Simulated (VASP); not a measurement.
# CrO2 (P4_2/mnm) in VASP: further runs, part 2 of 2

VASP 6.6.1. Earlier steps stand in the parts before.

**3. Single point, PBE+U, collinear spin, typed start**

Input file INCAR:

```
ALGO = Normal ; EDIFF = 1E-6
ENCUT = 520 ; GGA = PE
ISIF = 2 ; ISMEAR = -1
ISPIN = 2 ; ISYM = 0
LASPH = True ; LCHARG = False
LDAU = True ; LDAUJ = 0 0
LDAUL = 2 -1 ; LDAUPRINT = 1
LDAUTYPE = 2 ; LDAUU = 3.7 0
LMAXMIX = 4 ; LORBIT = 11
LREAL = False ; LWAVE = False
MAGMOM = 3 3 0 0 0 0 ; NBANDS = 37
NELM = 150 ; PREC = Accurate
SIGMA = 0.05
```

Input file KPOINTS:

```
k-points
0
Gamma
  4 4 6
```

Input file POSCAR:

```
CrO2
1.0
    4.4100000000      0.0000000000      0.0000000000
    0.0000000000      4.4100000000      0.0000000000
    0.0000000000      0.0000000000      2.9100000000
Cr O
2 4
Direct
    0.0000000000      0.0000000000      0.0000000000
    0.5000000000      0.5000000000      0.5000000000
    0.3000000000      0.3000000000      0.0000000000
    0.2000000000      0.8000000000      0.5000000000
    0.7000000000      0.7000000000      0.0000000000
    0.8000000000      0.2000000000      0.5000000000
```

Potentials or basis: VASP PAW PBE potentials, release 64 (Cr_pv, O).

The run is started by

```console
cat potpaw_PBE.64/Cr_pv/POTCAR potpaw_PBE.64/O/POTCAR > POTCAR
mpirun -np 1 vasp_std > vasp.out
```

OUTCAR:

```text
EDIFF = 1E-6
   ENCUT = 520
   GGA = PE
   ISIF = 2
   ISMEAR = -1
   ISPIN = 2
   ISYM = 0
   LASPH = True
   LORBIT = 11
   LREAL = False
   NELM = 150
   PREC = Accurate

 ion  position               nearest neighbor table
   1  0.000  0.000  0.000-   3 1.87   5 1.87   4 1.92   6 1.92   4 1.92   6 1.92
   2  0.500  0.500  0.500-   4 1.87   6 1.87   5 1.92   3 1.92   3 1.92   5 1.92
   3  0.300  0.300  0.000-   1 1.87   2 1.92   2 1.92
   4  0.200  0.800  0.500-   2 1.87   1 1.92   1 1.92
   5  0.700  0.700  0.000-   1 1.87   2 1.92   2 1.92
   6  0.800  0.200  0.500-   2 1.87   1 1.92   1 1.92

IMPORTANT INFORMATION: All symmetrisations will be switched off!
NOSYMM: (Re-)initialisation of all symmetry stuff for point group C_1.

----------------------------------------------------------------------------------------

                                     Primitive cell

  volume of cell :      56.5940

  direct lattice vectors                    reciprocal lattice vectors
     4.410000000  0.000000000  0.000000000     0.226757370  0.000000000  0.000000000
     0.000000000  4.410000000  0.000000000     0.000000000  0.226757370  0.000000000
     0.000000000  0.000000000  2.910000000     0.000000000  0.000000000  0.343642612

  length of vectors
     4.410000000  4.410000000  2.910000000     0.226757370  0.226757370  0.343642612

  position of ions in fractional coordinates (direct lattice)
     0.000000000  0.000000000  0.000000000
     0.500000000  0.500000000  0.500000000
     0.300000000  0.300000000  0.000000000
     0.200000000  0.800000000  0.500000000
     0.700000000  0.700000000  0.000000000
     0.800000000  0.200000000  0.500000000

  ion indices of the primitive-cell ions
   primitive index   ion index
                 1           1
                 2           2
                 3           3
[... 189 lines left out ...]
  ---------------------------------------------------
  free energy    TOTEN  =       -44.22766832 eV

  energy without entropy =      -44.22005175  energy(sigma->0) =      -44.22386003

 E-fermi :   5.4007     XC(G=0): -11.9441

 val. band max:        5.3711420056   @ k =   0.2500   0.0000   0.0000
 cond. band min:       5.4016704423   @ k =   0.0000   0.0000   0.0000
 fundamental gap:      0.0305284367
 Fermi energy:         5.4007373566

 spin component 1

 k-point     1 :       0.0000    0.0000    0.0000
  band No.  band energies     occupation
      1     -39.4182      1.00000
      2     -39.4181      1.00000
      3     -39.3495      1.00000
      4     -39.3495      1.00000
      5     -39.1235      1.00000
      6     -39.1090      1.00000
[... 1865 lines left out ...]
     35      16.9466      0.00000
     36      16.9466      0.00000

 [... further k-points ...]

 [bands above 36 left out]

------------------------ aborting loop because EDIFF is reached ----------------------------------------

  FORCE on cell =-STRESS in cart. coord.  units (eV):
  Direction    XX          YY          ZZ          XY          YZ          ZX
  --------------------------------------------------------------------------------------
  -------------------------------------------------------------------------------------
  Total        4.2234467      4.2234393      5.5607795     -0.0000678      0.0000122      0.0000282
  in kB      119.5659249    119.5657174    157.4258655     -0.0019203      0.0003440      0.0007971
  external PRESSURE =     132.1858359 kB  Pullay stress =       0.0000000 kB

 VOLUME and BASIS-vectors are now :
 -----------------------------------------------------------------------------
  energy-cutoff  :      520.00
  volume of cell :       56.59
      direct lattice vectors                 reciprocal lattice vectors
     4.410000000  0.000000000  0.000000000     0.226757370  0.000000000  0.000000000
     0.000000000  4.410000000  0.000000000     0.000000000  0.226757370  0.000000000
     0.000000000  0.000000000  2.910000000     0.000000000  0.000000000  0.343642612

 POSITION                                       TOTAL-FORCE (eV/Angst)
 -----------------------------------------------------------------------------------
      0.00000      0.00000      0.00000         0.000012      0.000012      0.000000
      2.20500      2.20500      1.45500        -0.000012     -0.000011     -0.000000
      1.32300      1.32300      0.00000         0.046287      0.046286     -0.000005
      0.88200      3.52800      1.45500        -0.046310      0.046312      0.000002
      3.08700      3.08700      0.00000        -0.046290     -0.046289      0.000005
      3.52800      0.88200      1.45500         0.046313     -0.046309     -0.000001
 -----------------------------------------------------------------------------------
    total drift:                               -0.000003     -0.000004     -0.000002

  FREE ENERGIE OF THE ION-ELECTRON SYSTEM (eV)
  ---------------------------------------------------
  free  energy   TOTEN  =       -44.2276683183 eV

  energy  without entropy=      -44.2200517457  energy(sigma->0) =      -44.22386003

 total charge

# of ion       s       p       d       tot
------------------------------------------
    1        0.378   6.482   3.986  10.845
    2        0.378   6.482   3.986  10.845
    3        1.572   3.485   0.000   5.057
    4        1.572   3.485   0.000   5.057
    5        1.572   3.485   0.000   5.057
    6        1.572   3.485   0.000   5.057
--------------------------------------------------
tot          7.043  26.902   7.972  41.918

 magnetization (x)

# of ion       s       p       d       tot
------------------------------------------
    1        0.027   0.036   2.301   2.364
    2        0.027   0.036   2.301   2.364
    3       -0.006  -0.174   0.000  -0.180
    4       -0.006  -0.174   0.000  -0.180
    5       -0.006  -0.174   0.000  -0.180
    6       -0.006  -0.174   0.000  -0.180
--------------------------------------------------
tot          0.031  -0.625   4.602   4.009
```

Run time: 3.1 min. Hardware: 1 thread of Intel Xeon Platinum 8488C (Sapphire Rapids), shared host; peak memory 0.29 GiB.

Results:

```yaml
Free_energy: -44.2277 eV
Pressure: 13.2 GPa
Largest_force: 0.065 eV/Å
Band_gap_on_the_k_mesh: none (metal or under the smearing width)
Net_moment: 4.00 μB per cell
Site_moments: Cr +2.36; O -0.18 μB
Valence_electrons_inside_the_program's_atomic_spheres: Cr 10.85; O 5.06
```

Forces in eV/Å, atoms in the order of the input:
```
Cr   0.000  0.000  0.000
Cr   0.000  0.000  0.000
O    0.046  0.046  0.000
O   -0.046  0.046  0.000
O   -0.046 -0.046  0.000
O    0.046 -0.046  0.000
```

Eigenvalues of the final occupation matrices:
```
    site  spin  trace               eigenvalues
site 1 d     1   3.16  0.39 0.44 0.50 0.88 0.95
site 1 d     2   0.86  0.06 0.08 0.10 0.30 0.31
site 2 d     1   3.16  0.39 0.44 0.50 0.88 0.95
site 2 d     2   0.86  0.06 0.08 0.10 0.30 0.31
```

The state reached can hang on the start; a lower one may exist.

**4. Single point, PBE+U, collinear spin, twin_end start**

Input file INCAR:

```
SYSTEM = CrO2
  PREC = Accurate
  ENCUT = 520
  EDIFF = 1E-6
  ISMEAR = -1
  SIGMA = 0.05
  LREAL = .False.
  LASPH = .True.
  NELM = 150
  ALGO = Normal
  ISIF = 2
  LWAVE = .False.
  LCHARG = .False.
  ISPIN = 2
  MAGMOM = 2.17 2.17 -0.24 -0.24 -0.24 -0.24
  LORBIT = 11
  LMAXMIX = 4
  LDAU = .True.
  LDAUTYPE = 2
  LDAUL = 2 -1
  LDAUU = 3.7 0
  LDAUJ = 0 0
  LDAUPRINT = 1
  GGA = PE
  NBANDS = 37
```

Input file KPOINTS:

```
regular mesh
0
Gamma
  4 4 6
  0 0 0
```

POSCAR is that of step 3.

The run is started by

```console
cat potpaw_PBE.64/Cr_pv/POTCAR potpaw_PBE.64/O/POTCAR > POTCAR
mpirun -np 1 vasp_std > vasp.out
```

Run time: 93 s. Hardware: 1 thread of Intel Xeon Platinum 8488C (Sapphire Rapids), shared host; peak memory 0.23 GiB.

It converged, with:

| Quantity | Value |
| --- | --- |
| Free energy | -44.2277 eV |
| Pressure | 13.2 GPa |
| Largest force | 0.066 eV/Å |
| Band gap on the k mesh | none (metal or under the smearing width) |
| Net moment | 4.00 μB per cell |
| Site moments | Cr +2.36; O -0.18 μB |
| Valence electrons inside the program's atomic spheres | Cr 10.85; O 5.06 |

Forces on the atoms (eV/Å):
```
Cr   0.000  0.000  0.000
Cr   0.000  0.000  0.000
O    0.046  0.046  0.000
O   -0.046  0.046  0.000
O   -0.046 -0.046  0.000
O    0.046 -0.046  0.000
```

Stress tensor (GPa, compression positive):
```
11.90  0.00  0.00
 0.00 11.90  0.00
 0.00  0.00 15.69
```

Levels at points of the mesh, in eV from the Fermi level:
Spin up:
```tsv
k point	band 24	band 25	band 26	band 27	band 28	band 29
(0.00, 0.00, 0.00)	-1.09	-0.62	-0.62	0.00	1.47	1.57
(0.50, 0.00, 0.00)	-0.92	-0.74	-0.74	0.61	0.61	3.89
(0.50, 0.50, 0.00)	-1.99	-1.63	-1.63	1.28	1.28	3.18
(0.00, 0.00, 0.50)	-1.89	0.35	0.35	0.39	0.39	2.97
(0.50, 0.00, 0.50)	-1.61	-1.30	-1.30	0.93	0.93	2.14
(0.50, 0.50, 0.50)	-1.52	-0.31	-0.31	0.21	0.21	3.47
```
Spin down:
```csv
k point,band 19,band 20,band 21,band 22,band 23,band 24,band 25,band 26
"(0.00, 0.00, 0.00)",-1.28,-1.02,-1.02,-0.57,2.53,2.57,2.74,3.07
"(0.50, 0.00, 0.00)",-2.35,-2.35,-1.37,-1.37,3.16,3.16,3.53,3.53
"(0.50, 0.50, 0.00)",-2.12,-2.12,-1.88,-1.88,2.50,2.50,3.09,3.09
"(0.00, 0.00, 0.50)",-3.18,-3.18,-2.14,-2.14,3.18,3.18,3.89,3.89
"(0.50, 0.00, 0.50)",-2.55,-2.55,-1.72,-1.72,2.36,2.36,3.70,3.70
"(0.50, 0.50, 0.50)",-1.96,-1.96,-1.21,-1.21,2.82,2.82,3.76,3.76
```

Eigenvalues of the final occupation matrices:
```csv
site,spin,trace,eigenvalues
site 1 d,1,3.16,0.39 0.44 0.50 0.88 0.95
site 1 d,2,0.86,0.06 0.08 0.10 0.30 0.31
site 2 d,1,3.16,0.39 0.44 0.50 0.88 0.95
site 2 d,2,0.86,0.06 0.08 0.10 0.30 0.31
```

The state reached can hang on the start; a lower one may exist.
